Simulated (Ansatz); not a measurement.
# SiC2: the band gap up the ladder of functionals

The task here is to estimate one member of a computed series from the others.

Program: Ansatz 0.2.0. PAW datasets, plane waves. (Calculated; spin-unpolarised; the phase may be known or hypothetical.)

**The structure to begin with**

The cell was relaxed beforehand with r2SCAN.

The symmetry is P-3m1 (No. 164, trigonal); conventional cell a = 2.938 Å, c = 7.226 Å, 9.00 Å³ an atom. Around C lie 1 C at 1.61 Å and 3 Si at 1.82 Å; around C lie 3 C at 1.77 Å and 1 Si at 1.89 Å; around Si lie 4 C at 1.82–1.89 Å.

As a file:

Space group P-3m1 (No. 164). a = 2.938 Å, b = 2.938 Å, c = 7.226 Å, α = 90.00°, β = 90.00°, γ = 120.00°
| atom | site | symmetry | x | y | z |
| --- | --- | --- | --- | --- | --- |
| C | 2c | 3m. | 0.0000 | 0.0000 | 0.8887 |
| C | 2d | 3m. | 0.6667 | 0.3333 | 0.5353 |
| Si | 2d | 3m. | 0.3333 | 0.6667 | 0.2037 |

Set-up of the first run:

input.yaml

```yaml
crystal:
  lattice:
    - [2.9375683921, 0.0, 0.0]
    - [-1.4687841961, 2.5440088529, 0.0]
    - [0.0, 0.0, 7.2261035319]
  atoms:
    - { symbol: C, position: [0.0, 0.0, 0.8886544379] }
    - { symbol: C, position: [0.6666666667, 0.3333333333, 0.5352853117] }
    - { symbol: Si, position: [0.3333333333, 0.6666666667, 0.203687081] }
    - { symbol: Si, position: [0.6666666667, 0.3333333333, 0.796312919] }
    - { symbol: C, position: [0.3333333333, 0.6666666667, 0.4647146883] }
    - { symbol: C, position: [0.0, 0.0, 0.1113455621] }
kpoints:
  mp_grid: { grid: [12, 12, 4] }
  band_path:
    path:
      - [[0.0, 0.0, 0.0], [0.5, 5.228618365125e-17, -1.24573192616e-32], [0.3333333333333, 0.3333333333333, -2.580620266769e-32], [0.0, 0.0, 0.0], [-9.843745666789e-52, -3.626271859311e-49, 0.5], [0.5, 5.228618365125e-17, 0.5], [0.3333333333333, 0.3333333333333, 0.5], [-9.843745666789e-52, -3.626271859311e-49, 0.5]]
      - [[0.5, 5.228618365125e-17, 0.5], [0.5, 5.228618365125e-17, -1.24573192616e-32]]
      - [[0.3333333333333, 0.3333333333333, 0.5], [0.3333333333333, 0.3333333333333, -2.580620266769e-32]]
    npoints: 10
hamiltonian:
  xc: pbe
scf:
  occupations: { method: fermi_dirac, width: 0.02 }
  n_extra_bands: 5
output:
  forces: true
  stress: true
  eigenvalues: true
```

Started as:

```console
> ansatz run input.yaml --threads 4 --pin off --max-ram 6451MiB --backend cpu --events-out ev --progress --plain --runs-dir out
```

Among the steps run: Band structure with PBE; Single point with r2SCAN; HSE06; Single point with PBE0.

One of the session's tables, all rows but one given; the rest of the session is left out.

| level | gap (eV) |
| --- | --- |
| PBE | 1.59 |
| r2SCAN | 1.79 |
| HSE06 | 2.54 |
| PBE0 | ? |

**Question.** Estimate the row for PBE0.

As computed: gap (eV): 3.27. In the column «gap (eV)» it is the highest.

Meshes: PBE 12×12×4, r2SCAN 12×12×4, HSE06 6×6×2, PBE0 6×6×2

What this shows: PBE gives the least gap, 1.59 eV, and PBE0 the largest, 3.27 eV. PBE reaches 63 % of the HSE06 value, and r2SCAN 70 %. PBE0 lies 0.73 eV above HSE06, which differs from it by screening the long-range exchange.

Limits of these values: Warnings in the runs' records: stress scf threshold loose, stress exchange threshold loose.
